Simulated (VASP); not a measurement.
Here is a VASP 6.6.1 calculation.

File INCAR:

```
ALGO = Normal
BPARAM = 11.95
CPARAM = 0.0093
EDIFF = 1E-7
EDIFFG = -0.005
ENCUT = 600
IBRION = 2
ISIF = 3
ISMEAR = 0
IVDW_NL = 2
LASPH = True
LCHARG = False
LMIXTAU = True
LREAL = False
LUSE_VDW = True
LWAVE = False
METAGGA = R2SCAN
NELM = 80
NSW = 90
PREC = Accurate
SIGMA = 0.1
```

Contents of KPOINTS:

```
k-points
0
Gamma
  18 18 18
```

POSCAR

```
Al
1.0
   -1.6070005800      1.6070005800      1.6070005800
    1.6070005800     -1.6070005800      1.6070005800
    1.6070005800      1.6070005800     -1.6070005800
Al
1
Direct
    0.0000000000      0.0000000000      0.0000000000
```

Potentials or basis: VASP PAW PBE potentials, release 64 (Al).

Run with:

```bash
$ cat potpaw_PBE.64/Al/POTCAR > POTCAR
$ mpirun -np 1 vasp_std > vasp.out
```

(1) Predict the space group after relaxing (to 0.05 Å).

(2) What does it give for the relaxed volume?

(3) What does it give for the relaxed cell?

Answers

(1) Im-3m (No. 229).

(2) 16.09 Å³/atom.

(3) a = 2.755 Å, b = 2.755 Å, c = 2.755 Å, α = 109.47°, β = 109.47°, γ = 109.47°.

Caveat: the PAW data sets were made with another functional, which shifts forces and pressure a little; pairwise dispersion overbinds metals, which lowers pressure and volume.
